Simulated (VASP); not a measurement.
# SnTe (Fm-3m) in VASP: notebook

SnTe is run at these levels: PBEsol; tasks: single point.

Everything below comes from runs of VASP 6.6.1. Logs are shortened: lines on timing, memory, paths and dates and some standing lists are left out, and cuts for length are marked.

**The experiment to reproduce.**

A printed reference work, textbook reports, for a bulk crystal of SnTe at 300 K: band gap 0.18 eV (direct).

The results are compared with them further down.

## (1) The cell of the first run

It takes space group Fm-3m (No. 225, cubic). The conventional cell has a = 6.330 Å, b = 6.330 Å, c = 6.330 Å, α = 90.00°, β = 90.00°, γ = 90.00°. Te (site symmetry m-3m) has 6 Sn at 3.16 Å within 4.2 Å. Sn (site symmetry m-3m) has 6 Te at 3.16 Å within 4.2 Å.

## (2) Single point, PBEsol (Pb replaced by Sn, lengths x 0.985, strained)

File INCAR:

```
ALGO = Normal
EDIFF = 1E-6
ENCUT = 520
GGA = PS
ISIF = 2
ISMEAR = 0
LASPH = True
LCHARG = True
LELF = True
LREAL = False
LVHAR = True
LWAVE = False
NBANDS = 17
NELM = 80
PREC = Accurate
SIGMA = 0.01
```

File KPOINTS:

```
k-points
0
Gamma
  10 10 10
```

File POSCAR:

```
SnTe
1.0
    0.0000000000      3.1648110513      3.1648110513
    3.1648110513      0.0000000000      3.1648110513
    3.1648110513      3.1648110513      0.0000000000
Te Sn
1 1
Direct
    0.5000000000      0.5000000000      0.5000000000
    0.0000000000      0.0000000000      0.0000000000
```

Potentials or basis: VASP PAW PBE potentials, release 64 (Te, Sn_d).

Run with:

```
> cat potpaw_PBE.64/Te/POTCAR potpaw_PBE.64/Sn_d/POTCAR > POTCAR
> mpirun -np 1 vasp_std > vasp.out
```

OUTCAR:

```text
EDIFF = 1E-6
   ENCUT = 520
   GGA = PS
   ISIF = 2
   ISMEAR = 0
   LASPH = True
   LREAL = False
   NELM = 80
   PREC = Accurate

 ion  position               nearest neighbor table
   1  0.500  0.500  0.500-   2 3.16   2 3.16   2 3.16   2 3.16   2 3.16   2 3.16
   2  0.000  0.000  0.000-   1 3.16   1 3.16   1 3.16   1 3.16   1 3.16   1 3.16

  LATTYP: Found a face centered cubic cell.
 ALAT       =     6.3296221026

  Lattice vectors:

 A1 = (   0.0000000000,   3.1648110513,   3.1648110513)
 A2 = (   3.1648110513,   0.0000000000,   3.1648110513)
 A3 = (   3.1648110513,   3.1648110513,   0.0000000000)

Analysis of symmetry for initial positions (statically):
=====================================================================
 Subroutine PRICEL returns:
 Original cell was already a primitive cell.

 Routine SETGRP: Setting up the symmetry group for a
 face centered cubic supercell.

 Subroutine GETGRP returns: Found 48 space group operations
 (whereof 48 operations were pure point group operations)
 out of a pool of 48 trial point group operations.

The static configuration has the point symmetry O_h .

Analysis of symmetry for dynamics (positions and initial velocities):
=====================================================================
 Subroutine PRICEL returns:
 Original cell was already a primitive cell.

 Routine SETGRP: Setting up the symmetry group for a
 face centered cubic supercell.

 Subroutine GETGRP returns: Found 48 space group operations
 (whereof 48 operations were pure point group operations)
 out of a pool of 48 trial point group operations.

The dynamic configuration has the point symmetry O_h .

 Subroutine INISYM returns: Found 48 space group operations
 (whereof 48 operations are pure point group operations),
 and found     1 'primitive' translations

----------------------------------------------------------------------------------------

                                     Primitive cell

  volume of cell :      63.3977

  direct lattice vectors                    reciprocal lattice vectors
     0.000000000  3.164811051  3.164811051    -0.157987315  0.157987315  0.157987315
     3.164811051  0.000000000  3.164811051     0.157987315 -0.157987315  0.157987315
     3.164811051  3.164811051  0.000000000     0.157987315  0.157987315 -0.157987315

  length of vectors
     4.475718711  4.475718711  4.475718711     0.273642056  0.273642056  0.273642056

  position of ions in fractional coordinates (direct lattice)
     0.500000000  0.500000000  0.500000000
     0.000000000  0.000000000  0.000000000

  ion indices of the primitive-cell ions
   primitive index   ion index
                 1           1
                 2           2

----------------------------------------------------------------------------------------

 KPOINTS: k-points

Automatic generation of k-mesh.
 Grid dimensions read from file:
 generate k-points for:   10   10   10

 Generating k-lattice:

  Cartesian coordinates                     Fractional coordinates (reciprocal lattice)
    -0.015798731  0.015798731  0.015798731     0.100000000  0.000000000  0.000000000
     0.015798731 -0.015798731  0.015798731     0.000000000  0.100000000  0.000000000
     0.015798731  0.015798731 -0.015798731     0.000000000  0.000000000  0.100000000

  Length of vectors
     0.027364206  0.027364206  0.027364206

  Shift w.r.t. Gamma in fractional coordinates (k-lattice)
     0.000000000  0.000000000  0.000000000

 Subroutine IBZKPT returns following result:
 ===========================================

 Found     47 irreducible k-points:

 Following reciprocal coordinates:
            Coordinates               Weight
  0.000000  0.000000  0.000000      1.000000
  0.100000  0.000000  0.000000      8.000000
  0.200000  0.000000  0.000000      8.000000
  0.300000  0.000000  0.000000      8.000000
  0.400000  0.000000  0.000000      8.000000
  0.500000  0.000000  0.000000      4.000000
[... 16 lines left out ...]
  0.300000  0.300000  0.000000      6.000000
  0.400000  0.300000  0.000000     24.000000
 [... further k-points ...]
   k-points           NKPTS =     47   k-points in BZ     NKDIM =     47   number of bands    NBANDS=     17
   number of dos      NEDOS =    301   number of ions     NIONS =      2
   total plane-waves  NPLWV =  46656
   dimension x,y,z NGX =    36 NGY =   36 NGZ =   36
   dimension x,y,z NGXF=    72 NGYF=   72 NGZF=   72
   ions per type =               1   1
   NGX,Y,Z   is equivalent  to a cutoff of  13.37, 13.37, 13.37 a.u.
   NGXF,Y,Z  is equivalent  to a cutoff of  26.74, 26.74, 26.74 a.u.
 SYSTEM =  unknown system
   PREC   = accura    normal or accurate (medium, high low for compatibility)
   ISTART =      0    job   : 0-new  1-cont  2-samecut
   ICHARG =      2    charge: 1-file 2-atom 10-const
   ISPIN  =      1    spin polarized calculation?
   LNONCOLLINEAR =      F non collinear calculations
   LSORBIT =      F    spin-orbit coupling
   LASPH  =      T    aspherical Exc in radial PAW
   ENCUT  =  520.0 eV  38.22 Ry    6.18 a.u.   8.32  8.32  8.32*2*pi/ulx,y,z
   NELM   =     80;   NELMIN=  2; NELMDL= -5     # of ELM steps
   EDIFF  = 0.1E-05   stopping-criterion for ELM
   LREAL  =      F    real-space projection
   EDIFFG = 0.1E-04   stopping-criterion for IOM
   NSW    =      0    number of steps for IOM
   IBRION =     -1    ionic relax: 0-MD 1-quasi-New 2-CG
   NFREE  =      0    steps in history (QN), initial steepest desc. (CG)
   ISIF   =      2    stress and relaxation
   ISYM   =      2    0-nonsym 1-usesym 2-fastsym
   POTIM  = 0.5000    time-step for ionic-motion
   TEBEG  =    0.0;   TEEND  =   0.0 temperature during run
   PSTRESS=    0.0 pullay stress
   NELECT =      20.0000    total number of electrons
   NUPDOWN=      -1.0000    fix difference up-down
   EMIN   =  10.00;   EMAX   =-10.00  energy-range for DOS
   EFERMI =   0.00;   METHOD = LEGACY
   ISMEAR =     0;   SIGMA  =   0.01  broadening in eV -4-tet -1-fermi 0-gaus
   EFERMI_NEDOS =   21; number of points for ismear=-14 and -15
   IALGO  =     38    algorithm
   IMIX   =      4    mixing-type and parameters
     AMIX     =   0.40;   BMIX     =  1.00
     AMIX_MAG =   1.60;   BMIX_MAG =  1.00
  volume/ion in A,a.u.               =      31.70       213.91
[... 26 lines left out ...]

 E-fermi :   6.6537     XC(G=0):  -9.5944

 val. band max:        6.5966948650   @ k =   0.5000   0.0000   0.0000
 cond. band min:       6.6998398302   @ k =   0.5000   0.0000   0.0000
 fundamental gap:      0.1031449652
 Fermi energy:         6.6537050783

 k-point     1 :       0.0000    0.0000    0.0000
  band No.  band energies     occupation
      1     -15.1374      2.00000
      2     -15.1374      2.00000
      3     -15.1313      2.00000
      4     -15.1313      2.00000
      5     -15.1313      2.00000
      6      -6.0831      2.00000
[... 9 lines left out ...]
     16      11.3782      0.00000
     17      13.3609      0.00000

 k-point     2 :       0.1000    0.0000    0.0000
  band No.  band energies     occupation
      1     -15.1378      2.00000
      2     -15.1378      2.00000
      3     -15.1312      2.00000
      4     -15.1308      2.00000
      5     -15.1308      2.00000
      6      -6.0000      2.00000
[... 9 lines left out ...]
     16      11.5860      0.00000
     17      14.0970      0.00000

 k-point     3 :       0.2000    0.0000    0.0000
  band No.  band energies     occupation
      1     -15.1389      2.00000
      2     -15.1389      2.00000
      3     -15.1308      2.00000
      4     -15.1292      2.00000
      5     -15.1292      2.00000
      6      -5.7599      2.00000
[... 9 lines left out ...]
     16      12.1646      0.00000
     17      15.5485      0.00000

 k-point     4 :       0.3000    0.0000    0.0000
  band No.  band energies     occupation
      1     -15.1405      2.00000
      2     -15.1405      2.00000
      3     -15.1303      2.00000
      4     -15.1271      2.00000
      5     -15.1271      2.00000
      6      -5.3991      2.00000
[... 9 lines left out ...]
     16      13.0756      0.00000
     17      17.1757      0.00000

 k-point     5 :       0.4000    0.0000    0.0000
  band No.  band energies     occupation
      1     -15.1419      2.00000
      2     -15.1419      2.00000
      3     -15.1299      2.00000
      4     -15.1252      2.00000
      5     -15.1252      2.00000
      6      -5.0163      2.00000
[... 9 lines left out ...]
     16      14.2751      0.00000
     17      16.4694      0.00000

 k-point     6 :       0.5000    0.0000    0.0000
  band No.  band energies     occupation
      1     -15.1424      2.00000
      2     -15.1424      2.00000
      3     -15.1298      2.00000
      4     -15.1245      2.00000
      5     -15.1245      2.00000
      6      -4.8305      2.00000
[... 9 lines left out ...]
     16      15.4631      0.00000
     17      15.4631      0.00000

 k-point     7 :       0.1000    0.1000    0.0000
  band No.  band energies     occupation
      1     -15.1388      2.00000
      2     -15.1370      2.00000
      3     -15.1317      2.00000
      4     -15.1304      2.00000
      5     -15.1304      2.00000
      6      -5.9724      2.00000
[... 9 lines left out ...]
     16      11.9436      0.00000
     17      13.6043      0.00000

 k-point     8 :       0.2000    0.1000    0.0000
  band No.  band energies     occupation
      1     -15.1403      2.00000
      2     -15.1372      2.00000
      3     -15.1317      2.00000
      4     -15.1292      2.00000
      5     -15.1289      2.00000
      6      -5.7851      2.00000
[... 9 lines left out ...]
     16      12.5872      0.00000
     17      14.3634      0.00000
[... 203 lines left out ...]
      1     -15.1460      2.00000
      2     -15.1388      2.00000
      3     -15.1300      2.00000
      4     -15.1253      2.00000
      5     -15.1235      2.00000
      6      -4.7488      2.00000
[... 9 lines left out ...]
     16      15.6139      0.00000
     17      16.2470      0.00000

 k-point    20 :      -0.4000    0.2000    0.0000
  band No.  band energies     occupation
      1     -15.1448      2.00000
      2     -15.1403      2.00000
      3     -15.1285      2.00000
      4     -15.1258      2.00000
      5     -15.1242      2.00000
      6      -4.6948      2.00000
[... 9 lines left out ...]
     16      14.2369      0.00000
     17      17.0100      0.00000

 k-point    21 :      -0.3000    0.2000    0.0000
  band No.  band energies     occupation
      1     -15.1426      2.00000
      2     -15.1411      2.00000
      3     -15.1286      2.00000
      4     -15.1260      2.00000
      5     -15.1258      2.00000
      6      -4.9336      2.00000
[... 9 lines left out ...]
     16      14.5900      0.00000
     17      15.9036      0.00000

 k-point    22 :      -0.2000    0.2000    0.0000
  band No.  band energies     occupation
      1     -15.1410      2.00000
      2     -15.1404      2.00000
      3     -15.1298      2.00000
      4     -15.1276      2.00000
      5     -15.1263      2.00000
      6      -5.2829      2.00000
[... 9 lines left out ...]
     16      14.6657      0.00000
     17      15.1066      0.00000

 k-point    23 :       0.3000    0.3000    0.0000
  band No.  band energies     occupation
      1     -15.1477      2.00000
      2     -15.1344      2.00000
      3     -15.1338      2.00000
      4     -15.1246      2.00000
      5     -15.1246      2.00000
      6      -5.1944      2.00000
[... 9 lines left out ...]
     16      15.1687      0.00000
     17      15.1882      0.00000

 k-point    24 :       0.4000    0.3000    0.0000
  band No.  band energies     occupation
      1     -15.1496      2.00000
      2     -15.1346      2.00000
      3     -15.1337      2.00000
      4     -15.1234      2.00000
      5     -15.1231      2.00000
      6      -4.9197      2.00000
[... 9 lines left out ...]
     16      15.7686      0.00000
     17      16.2315      0.00000

 [... further k-points ...]

------------------------ aborting loop because EDIFF is reached ----------------------------------------

  FORCE on cell =-STRESS in cart. coord.  units (eV):
  Direction    XX          YY          ZZ          XY          YZ          ZX
  --------------------------------------------------------------------------------------
  -------------------------------------------------------------------------------------
  Total       -0.3636913     -0.3636913     -0.3636913      0.0000000      0.0000000      0.0000000
  in kB       -9.1911568     -9.1911568     -9.1911568      0.0000000      0.0000000      0.0000000
  external PRESSURE =      -9.1911568 kB  Pullay stress =       0.0000000 kB

 VOLUME and BASIS-vectors are now :
 -----------------------------------------------------------------------------
  energy-cutoff  :      520.00
  volume of cell :       63.40
      direct lattice vectors                 reciprocal lattice vectors
     0.000000000  3.164811051  3.164811051    -0.157987315  0.157987315  0.157987315
     3.164811051  0.000000000  3.164811051     0.157987315 -0.157987315  0.157987315
     3.164811051  3.164811051  0.000000000     0.157987315  0.157987315 -0.157987315

 POSITION                                       TOTAL-FORCE (eV/Angst)
 -----------------------------------------------------------------------------------
      3.16481      3.16481      3.16481         0.000000     -0.000000     -0.000000
      0.00000      0.00000      0.00000        -0.000000      0.000000      0.000000
 -----------------------------------------------------------------------------------
    total drift:                               -0.000000      0.000000      0.000000

  FREE ENERGIE OF THE ION-ELECTRON SYSTEM (eV)
  ---------------------------------------------------
  free  energy   TOTEN  =        -8.3357657866 eV

  energy  without entropy=       -8.3357657866  energy(sigma->0) =       -8.33576579
```

Run time: 36 s. Hardware: 1 thread of Intel Xeon Platinum 8488C (Sapphire Rapids), shared host; peak memory 0.23 GiB.

Results:

| Item | Value |
| --- | --- |
| Free energy | -8.3358 eV |
| Pressure | -0.9 GPa |
| Band gap on the k mesh | 0.10 eV, direct |

Caveat: the cell differs from its parent crystal (Pb replaced by Sn, lengths x 0.985, strained); the PAW data sets were made with another functional, which shifts forces and pressure a little; spin-orbit coupling is left out, which moves the levels of the heavy elements. A k mesh can miss the band edges.

## (3) Single point, PBEsol (Pb replaced by Sn, lengths x 0.985, strained)

File INCAR:

```
SYSTEM = SnTe
PREC = Accurate
ENCUT = 500
EDIFF = 1E-6
ISMEAR = 0
SIGMA = 0.1
LREAL = .False.
LASPH = .True.
NELM = 120
ALGO = Normal
ISIF = 2
LWAVE = .False.
LCHARG = .False.
GGA = PS
NBANDS = 17
GGA_COMPAT = .False.
```

File KPOINTS:

```
Automatic mesh
0
Gamma
  6 6 6
  0 0 0
```

POSCAR is that of step 2.

Potentials or basis: VASP PAW PBE potentials, release 64 (Te, Sn_d).

Run with:

```
> cat potpaw_PBE.64/Te/POTCAR potpaw_PBE.64/Sn_d/POTCAR > POTCAR
> mpirun -np 1 vasp_std > vasp.out
```

Run time: 18 s. Hardware: 1 thread of Intel Xeon Platinum 8488C (Sapphire Rapids), shared host; peak memory 0.2 GiB.

Results (log left out):

```yaml
Free_energy: -8.3378 eV
Pressure: -0.9 GPa
Band_gap_on_the_k_mesh: 0.10 eV, direct
```

Levels at points of the mesh, in eV from the valence-band top:
```csv
k point,band 6,band 7,band 8,band 9,band 10,band 11,band 12,band 13,band 14,band 15
"(0.00, 0.00, 0.00)",-12.68,-4.72,-2.05,-2.05,-2.05,3.35,3.35,3.35,4.78,4.78
"(0.50, 0.00, 0.00)",-11.43,-8.25,-1.72,-1.72,0.00,0.10,0.41,0.41,7.70,8.70
"(0.50, 0.50, 0.00)",-11.13,-6.44,-5.46,-3.64,-3.64,2.19,4.89,4.89,6.31,9.04
```

Caveat: the cell differs from its parent crystal (Pb replaced by Sn, lengths x 0.985, strained); the PAW data sets were made with another functional, which shifts forces and pressure a little; spin-orbit coupling is left out, which moves the levels of the heavy elements.

## (4) Single point, PBEsol

Changes to INCAR since step 3:

```diff
@@ -5,3 +5,3 @@
 ISMEAR = 0
-SIGMA = 0.1
+SIGMA = 0.01
 LREAL = .False.
@@ -12,4 +12,6 @@
 LWAVE = .False.
-LCHARG = .False.
+LCHARG = .True.
 GGA = PS
+LELF = .True.
+LVHAR = .True.
 NBANDS = 17
```

File KPOINTS:

```
regular mesh
0
Gamma
  10 10 10
  0 0 0
```

POSCAR is that of step 3.

Run with:

```
> cat potpaw_PBE.64/Te/POTCAR potpaw_PBE.64/Sn_d/POTCAR > POTCAR
> mpirun -np 1 vasp_std > vasp.out
```

It took 46 s on 1 thread of Intel Xeon Platinum 8488C (Sapphire Rapids), shared host; peak memory 0.22 GiB.

Results (log left out):

| Quantity | Value |
| --- | --- |
| Free energy | -8.3357 eV |
| Pressure | -0.9 GPa |
| Band gap on the k mesh | 0.10 eV, direct |

Levels at points of the mesh, in eV from the valence-band top:
```
           k point  band 8  band 9  band 10  band 11  band 12  band 13
(0.00, 0.00, 0.00)   -2.05   -2.05    -2.05     3.35     3.35     3.35
(0.50, 0.00, 0.00)   -1.72   -1.72     0.00     0.10     0.41     0.41
(0.50, 0.50, 0.00)   -5.46   -3.64    -3.64     2.19     4.89     4.89
```

Caveat: the PAW data sets were made with another functional, which shifts forces and pressure a little; spin-orbit coupling is left out, which moves the levels of the heavy elements.

## (5) Single point, PBEsol (Pb replaced by Sn, lengths x 0.985, strained)

File INCAR:

```
ALGO = Normal ; EDIFF = 1E-6
ENCUT = 500 ; GGA = PS
GGA_COMPAT = False ; ISIF = 2
ISMEAR = 0 ; LASPH = True
LCHARG = True ; LELF = True
LREAL = False ; LVHAR = True
LWAVE = False ; NBANDS = 17
NELM = 120 ; PREC = Accurate
SIGMA = 0.1
```

File KPOINTS:

```
k-points
0
Gamma
  6 6 6
```

File POSCAR:

```
SnTe
1.0
    0.0000000000      3.2655623318      3.2655623318
    3.2655623318      0.0000000000      3.2655623318
    3.2655623318      3.2655623318      0.0000000000
Te Sn
1 1
Direct
    0.5000000000      0.5000000000      0.5000000000
    0.0000000000      0.0000000000      0.0000000000
```

Run with:

```
> cat potpaw_PBE.64/Te/POTCAR potpaw_PBE.64/Sn_d/POTCAR > POTCAR
> mpirun -np 1 vasp_std > vasp.out
```

Wall time 20 s (1 thread of Intel Xeon Platinum 8259CL at 2.50GHz (Skylake/Cascade Lake), shared host); peak memory 0.2 GiB.

The run converged. Its results:

| Property | Result |
| --- | --- |
| Free energy | -8.2349 eV |
| Pressure | -4.2 GPa |
| Band gap on the k mesh | 0.15 eV, direct |

Levels at points of the mesh, in eV from the valence-band top:
```
           k point  band 8  band 9  band 10  band 11  band 12  band 13
(0.00, 0.00, 0.00)   -1.71   -1.71    -1.71     3.23     3.23     3.23
(0.50, 0.00, 0.00)   -1.40   -1.40     0.00     0.15     0.63     0.63
(0.50, 0.50, 0.00)   -4.74   -3.11    -3.11     2.63     4.54     4.54
```

Caveat: the cell differs from its parent crystal (Pb replaced by Sn, lengths x 0.985, strained); the PAW data sets were made with another functional, which shifts forces and pressure a little; spin-orbit coupling is left out, which moves the levels of the heavy elements. A k mesh can miss the band edges.

## (6) Overview

| cell | k mesh | cutoff (eV) | smearing | gap on the mesh (eV) | pressure (GPa) |
| --- | --- | --- | --- | --- | --- |
| a = 4.476 Å, angles 60.0°, 2 atoms | 10 × 10 × 10 | 520 | gaussian 0.01 eV | 0.10 | -0.9 |
| a = 4.476 Å, angles 60.0°, 2 atoms | 6 × 6 × 6 | 500 | gaussian 0.1 eV | 0.10 | -0.9 |
| a = 4.476 Å, angles 60.0°, 2 atoms | 10 × 10 × 10 | 500 | gaussian 0.01 eV | 0.10 | -0.9 |
| a = 4.618 Å, angles 60.0°, 2 atoms | 6 × 6 × 6 | 500 | gaussian 0.1 eV | 0.15 | -4.2 |

Alike in all rows: task single point; level PBEsol; potentials or basis VASP PAW PBE potentials, release 64 (Te, Sn_d); no spin polarisation.

Caveats: the PAW data sets were made with another functional, which shifts forces and pressure a little; spin-orbit coupling is left out, which moves the levels of the heavy elements.

Total energies depend on the potentials used, so only differences within one code and one set of settings carry meaning.

## (7) How close it comes

Step 4. Measured gap of SnTe: 0.18 eV (direct; 300 K; a printed reference work, textbook). This calculation gives 0.10 eV (-0.08 eV). Spin-orbit coupling on Sn, Te is left out. The value is that of PBEsol on a finite k mesh, which can miss the band edges, without temperature or zero-point motion. Semilocal functionals fall short of measured gaps as a rule.
